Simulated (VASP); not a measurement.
Set up this calculation in VASP 6.6.1, as the native input.

```
Task                   : band structure
Functional             : PBE
Potentials or basis    : VASP PAW PBE potentials, release 64 (Zn, Se)
Cutoff                 : 520 eV
k mesh                 : 8 × 8 × 8
Occupations            : gaussian, width 0.03 eV
Spin                   : no spin polarisation
Further INCAR settings : ALGO = Normal; EDIFF = 1e-06
```

The structure of ZnSe (Stilleite) lies in POSCAR:

```
ZnSe                                    
1.0
    0.0000000000      2.8206646090      2.8206646090
    2.8206646090      0.0000000000      2.8206646090
    2.8206646090      2.8206646090      0.0000000000
  Zn              Se            
     1     1
Direct
     0.0000000000000000    0.0000000000000000    0.0000000000000000
     0.2500000000000000    0.2500000000000000    0.2500000000000000
```

These files were run (other wordings do the same):

INCAR

```
PREC = Accurate
ENCUT = 520
EDIFF = 1E-6
ISMEAR = 0
SIGMA = 0.03
LREAL = F
LASPH = T
NELM = 80
ALGO = Normal
ISIF = 2
LWAVE = F
LCHARG = F
GGA = PE
```

KPOINTS

```
Automatic mesh
0
Gamma
  8 8 8
```

KPOINTS_OPT

```
explicit points
302
Reciprocal
 0.0000000000  0.0000000000  0.0000000000 1
 0.0263157895  0.0000000000  0.0263157895 1
 0.0526315789  0.0000000000  0.0526315789 1
 0.0789473684  0.0000000000  0.0789473684 1
 0.1052631579  0.0000000000  0.1052631579 1
 0.1315789474  0.0000000000  0.1315789474 1
[... 294 lines left out ...]
 0.5111620100  0.0223240200  0.5111620100 1
 0.4888379900 -0.0223240200  0.4888379900 1
```

Potentials or basis: VASP PAW PBE potentials, release 64 (Zn, Se).

Command:

```sh
$ cat potpaw_PBE.64/Zn/POTCAR potpaw_PBE.64/Se/POTCAR > POTCAR
$ mpirun -np 1 vasp_std > vasp.out
```

It gave:

* Pressure: 3.3 GPa
* Band gap on the k mesh: 1.35 eV, direct
* Band gap along the path: 1.35 eV, direct

It took 42 s on 1 thread of Intel(R) Xeon(R) 6975P-C (Granite Rapids), on a shared host, peak memory 0.18 GiB.
